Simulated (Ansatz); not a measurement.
# SmH3: the cost of one run

Method: DFT PBE, scalar-relativistic, plane waves, PAW; 4f electrons in the core of a trivalent norm-conserving potential, in Ansatz 0.2.0.

### 1 Starting point

The structure is cubic, space group Pm-3m (No. 221). The conventional cell has a = 3.755 Å, b = 3.755 Å, c = 3.755 Å, α = 90.00°, β = 90.00°, γ = 90.00°. Sm (site symmetry m-3m) is surrounded by 12 H at 2.66 Å. Around H (site symmetry 4/mmm) lie 4 Sm at 2.66 Å and 8 H at 2.66 Å.

Structure file:

```
Sm H
1.0
     3.75480    0.00000    0.00000
     0.00000    3.75480    0.00000
     0.00000    0.00000    3.75480
Sm H
1 3
Cartesian
  0.0000 0.0000 0.0000
  0.0000 1.8774 1.8774
  1.8774 0.0000 1.8774
  1.8774 1.8774 0.0000
```

The cell is invented: species swapped into a database cell of DyAl3 (Pm-3m, No. 221), with Sm on the Dy sites and H on the Al sites. The dimensions are guesses.

### 2 The guess as it stands, on a coarse mesh

File input.yaml:

```yaml
crystal:
  lattice:
    - [3.75479541, 0.0, 0.0]
    - [0.0, 3.75479541, 0.0]
    - [0.0, 0.0, 3.75479541]
  atoms:
    - { symbol: Sm, position: [0.0, 0.0, 0.0] }
    - { symbol: H, position: [0.0, 0.5, 0.5] }
    - { symbol: H, position: [0.5, 0.0, 0.5] }
    - { symbol: H, position: [0.5, 0.5, 0.0] }
basis:
  ecutwfc: 690
kpoints:
  mp_grid: { grid: [4, 4, 4] }
hamiltonian:
  xc: pbe
  pseudopotentials:
    kind: paw
    azcp: { Sm: "pseudopotentials/pbe/nc/lanthanide_3plus/Sm.nc.azcp" }
scf:
  occupations: { method: gaussian, width: 0.1 }
  lower_state_search: "off"
output:
  forces: true
  stress: true
  eigenvalues: true
```

Started as:

```
ansatz run input.yaml --threads 1 --pin off --max-ram 2560MiB --backend cpu --events-out ev --progress --plain --runs-dir out
```

Q: Estimate wall time and peak memory on 1 thread of Intel Xeon at 2.70GHz, shared host.

About 1.8 s, with a peak of 0.3 GiB.
